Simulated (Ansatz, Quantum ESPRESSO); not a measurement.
# One calculation of CaO, 3 ways

```xyz
2
Lattice="0.0000 2.4036 2.4036 2.4036 0.0000 2.4036 2.4036 2.4036 0.0000" Properties=species:S:1:pos:R:3 pbc="T T T"
Ca    0.0000    0.0000    0.0000
O     2.4036    2.4036    2.4036
```

The cell is a database's computed one, not the measured one.

Alike in all runs: task single point; functional PBE; k mesh 6 × 6 × 6; occupations fermi-dirac, width 0.05 eV; no spin polarisation; no spin-orbit coupling. Pressure is positive in compression and, in plane waves, holds the error of the finite cutoff, which Ansatz's Pulay term estimates and takes out.

```csv
program and potentials,plane-wave cutoff (eV),notes,band gap (eV),pressure (GPa)
"Ansatz, Ansatz PAW",420,Pulay term of +0.43 GPa included,3.65,1.61
"Quantum ESPRESSO, SG15 PBE 1.2",1197,-,?,?
"Quantum ESPRESSO, PseudoDojo 0.4.1 SR PBEsol standard",1143,potentials made for PBEsol,3.66,1.14
```

Q: Estimate from the other rows what the run with Quantum ESPRESSO, SG15 PBE 1.2 gave.

A: Band gap 3.64 eV; pressure 1.55 GPa. The other rows, which needn't bracket it: band gap 3.65 to 3.66; pressure 1.14 to 1.61.
